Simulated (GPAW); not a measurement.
KBr:

```
Br K
1.0
     0.00000    3.30000    3.30000
     3.30000    0.00000    3.30000
     3.30000    3.30000    0.00000
Br K
1 1
Direct
  0.50000 0.50000 0.50000
  0.00000 0.00000 0.00000
```

```yaml
Program: GPAW 26.7.0
Task: relaxation of cell and atoms
Functional: PBE
Potentials_or_basis: GPAW PAW data sets (gpaw-data 1.2.1)
Cutoff: 600 eV
Basis: pw
k_mesh: 7 × 7 × 7
Occupations: fermi-dirac, width 0.05 eV
Spin: no spin polarisation
```

At the start: pressure 0.7 GPa; volume 35.94 Å³/atom.

Q: Where does the relaxation end?

A: Over 3 steps the energy falls by 3.7 meV/atom and the volume is 37.54 Å³/atom (+4.5 %); space group Fm-3m (No. 225, to 0.05 Å).

Step by step:
```csv
step,energy change (eV),largest force (eV/Å),pressure (GPa),volume (Å³)
1,0.0000,0.0000,0.70,71.87
2,-0.0010,0.0000,0.64,72.12
3,-0.0073,0.0000,0.03,75.09
```

Final structure:
```yaml
crystal:
  lattice:
    - [0.00000, 3.34849, 3.34849]
    - [3.34849, 0.00000, 3.34849]
    - [3.34849, 3.34849, 0.00000]
  atoms:
    - { symbol: Br, position: [0.50000, 0.50000, 0.50000] }
    - { symbol: K, position: [0.00000, 0.00000, 0.00000] }
```

Caveat: later steps reuse the first step's grids.
